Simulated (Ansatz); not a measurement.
KCl: which shells make which states

```xyz
2
Lattice="0.0000 3.5304 3.5304 3.5304 0.0000 3.5304 3.5304 3.5304 0.0000" Properties=species:S:1:pos:R:3 pbc="T T T"
K     0.0000    0.0000    0.0000
Cl    1.7652    1.7652    1.7652
```

Atom numbers follow the list: K1, Cl2.

The structure comes from a relaxation in the same program, started in the zincblende type, and has space group F-43m. Whether it is a known phase or the ground state wasn't checked.

All numbers below come from DFT, PBE, all-electron LAPW, scalar-relativistic (Ansatz 0.2.0).

Numerical set-up: a Γ-centred 11×11×11 k mesh, Fermi–Dirac smearing of 0.03 eV, basis error target 0.25 meV/atom, no spin polarisation.

Weights are projections on a minimal set of Löwdin-orthogonalised atomic shells, summed over atoms of an element; the rest lies outside that basis, and weights on diffuse cation s shells are inflated where empty shells are missing from it. Energies are in eV from the valence-band top.

Points: L (0.000, 0.000, 0.500), U (-0.375, -0.375, 0.250).

```
            state              character
     L, -11.92 eV  Cl 3s 81 %, K 3p 16 %
L, -10.80 eV (×2)                      ?
     L, -10.59 eV  K 3p 84 %, Cl 3s 15 %
      L, -0.33 eV   Cl 3p 93 %, K 4s 6 %
 L, -0.01 eV (×2)                      ?
     U, -11.96 eV  Cl 3s 81 %, K 3p 18 %
     U, -10.82 eV              K 3p 99 %
     U, -10.81 eV              K 3p 99 %
     U, -10.52 eV                      ?
      U, -0.29 eV   Cl 3p 93 %, K 4s 6 %
      U, -0.10 eV                      ?
       U, 0.00 eV             Cl 3p 98 %
```

(1) What belongs in the row "L, -10.80 eV (×2)", column "character"?

(2) Fill in "character" for the row "L, -0.01 eV (×2)".

(3) Give the missing entry: row "U, -10.52 eV", column "character".

(4) Fill in "character" for the row "U, -0.10 eV".

## Answers

(1) K 3p 100 %.

(2) Cl 3p 99 %.

(3) K 3p 82 %, Cl 3s 18 %.

(4) Cl 3p 97 %.
